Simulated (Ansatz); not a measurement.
Runs of Ansatz 0.2.0 on ZrC. It takes space group Fm-3m (No. 225, cubic). The conventional cell has a = 4.730 Å, b = 4.730 Å, c = 4.730 Å, α = 90.00°, β = 90.00°, γ = 90.00°. Zr (site symmetry m-3m) has 6 C at 2.37 Å as nearest neighbours. C (site symmetry m-3m) is surrounded by 6 Zr at 2.37 Å. 

| task | level | potentials or basis | spin | cell | k mesh | cutoff (eV) | smearing | basis error allowed | mesh quality | gap on the mesh (eV) | pressure (GPa) | relaxed volume (Å³/atom) |
| --- | --- | --- | --- | --- | --- | --- | --- | --- | --- | --- | --- | --- |
| relaxation of cell and atoms | BLYP | all-electron LAPW, scalar-relativistic | off | relaxed | 10 × 10 × 10 | - | fermi-dirac 0.05 eV | 0.001 eV/atom | not flagged | - | 0.0 | 13.49 |
| single point | PBE | all-electron LAPW, scalar-relativistic | off | as given | 7 × 7 × 7 | 223 | fermi-dirac 0.03 eV | 0.003 eV/atom | coarse | none | -2.9 | - |
| single point | PBE | all-electron LAPW, scalar-relativistic | off | as given | 10 × 10 × 10 | 254 | gaussian 0.013 eV | 0.001 eV/atom | not flagged | - | -2.9 | - |
| single point | PBE | all-electron LAPW, scalar-relativistic | off | as given | 10 × 10 × 10 | 254 | gaussian 0.022 eV | 0.001 eV/atom | not flagged | - | -2.9 | - |
| band structure | RPBE | all-electron LAPW, scalar-relativistic | off | as given | 10 × 10 × 10 | 254 | fermi-dirac 0.05 eV | 0.001 eV/atom | not flagged | - | 0.4 | - |
| single point | PBE | all-electron LAPW, scalar-relativistic | off | as given | 5 × 5 × 5 | 215 | fermi-dirac 0.04 eV | 0.004 eV/atom | coarse | none | -2.8 | - |
| single point | PBE | all-electron LAPW, scalar-relativistic | off | as given | 10 × 10 × 10 | 254 | gaussian 0.017 eV | 0.001 eV/atom | not flagged | - | -2.9 | - |
| relaxation of cell and atoms | PBEsol+D4 | all-electron LAPW, scalar-relativistic | off | relaxed | 10 × 10 × 10 | - | fermi-dirac 0.05 eV | 0.001 eV/atom | not flagged | - | 0.0 | 12.62 |
| band structure | PBEsol | all-electron LAPW, relativistic spinors | SOC, no magnetisation | as given | 7 × 7 × 7 | 258 | fermi-dirac 0.05 eV | 0.001 eV/atom | coarse | - | -8.5 | - |
| single point | PBE | all-electron LAPW, scalar-relativistic | off | as given | 10 × 10 × 10 | 254 | gaussian 0.012 eV | 0.001 eV/atom | not flagged | (a) | -2.9 | - |
| single point | PBE | all-electron LAPW, scalar-relativistic | off | as given | 10 × 10 × 10 | 254 | gaussian 0.018 eV | 0.001 eV/atom | not flagged | - | -2.9 | - |
| relaxation of cell and atoms | PBE+D3(BJ) | all-electron LAPW, scalar-relativistic | off | relaxed | 10 × 10 × 10 | - | fermi-dirac 0.05 eV | 0.001 eV/atom | not flagged | - | 0.0 | (b) |

Q: Fill in the values left out.

A: (a) 0.10; (b) 12.76.

Caveats: some runs use coarse meshes; the k mesh is thin for a metal, which can move the energy by tens of meV per atom (some runs).

A k mesh can miss the band edges, and rows without SOC leave out spin-orbit coupling on Zr.

A gap of «none» marks a metal or a gap under the smearing width.

The runs don't all hold the same shells in valence.
